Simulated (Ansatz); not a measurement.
**Non-collinear states of O (C2/m)**

```
O
1.0
     2.85140   -1.66242    0.00000
     2.85140    1.66242    0.00000
    -2.39449    0.00000    3.64705
O
2
Cartesian
  -0.2274 0.0000 0.5674
  3.5357 0.0000 3.0797
```

The source of the geometry is a structure from the Materials Project; atoms and cell stay fixed.

Common settings: PBE, 10×10×8 k mesh, Fermi–Dirac smearing of 0.05 eV. PAW means Ansatz 0.2.0 on its default frozen-core files; LAPW is all-electron LAPW in Ansatz 0.2.0. Site moments are integrated in spheres about the atoms, whose radii differ between the methods. Start moments of the first PAW run (μB): O1 0.6, O2 0.6.

The runs use spinors without spin–orbit coupling. In the held states a penalty keeps the direction of every atom that starts with a moment, the untilted ones along z, with sizes free, and the energy is taken at the target. Energies count from the run that starts parallel.

| state | ΔF PAW (meV/atom) | ΔF LAPW (meV/atom) | largest moment, PAW (μB) | size of M, PAW (μB/cell) | directions kept |
| --- | --- | --- | --- | --- | --- |
| parallel moments on spinors | 0.0 | 0.0 | 0.56 | 2.00 | yes |
| O2 tilted by 30° from z and held | +60.3 | +60.4 | 0.56 | ? | yes |
| O2 tilted by 60° from z and held | +249.1 | – | 0.57 | ? | yes |
| start O1↑ O2↓ on spinors | +389.9 | +395.8 | 0.00 | 0.00 | no |

**Question.** Give the missing entry: row "O2 tilted by 60° from z and held", column "size of M, PAW (μB/cell)".

**Answer.** 1.91.

**Question.** What belongs in the row "O2 tilted by 30° from z and held", column "size of M, PAW (μB/cell)"?

**Answer.** 1.98.

For the state «O2 tilted by 60° from z and held», by PAW: Site moments (μB): O1 (0.00, 0.00, 0.57); O2 (0.49, 0.00, 0.28). Cell moment 1.91 μB.

The Ansatz runs typed with the search for lower states off end where their start leads. None of this fixes the real material's magnetic order: only patterns that fit the cell were computed, at zero temperature, with a functional that can overstate moments. Left out because they lost a held moment or its direction: PAW, O2 tilted by 90° from z and held; PAW, O2 tilted by 120° from z and held; LAPW, O2 tilted by 120° from z and held; PAW, O2 tilted by 150° from z and held.
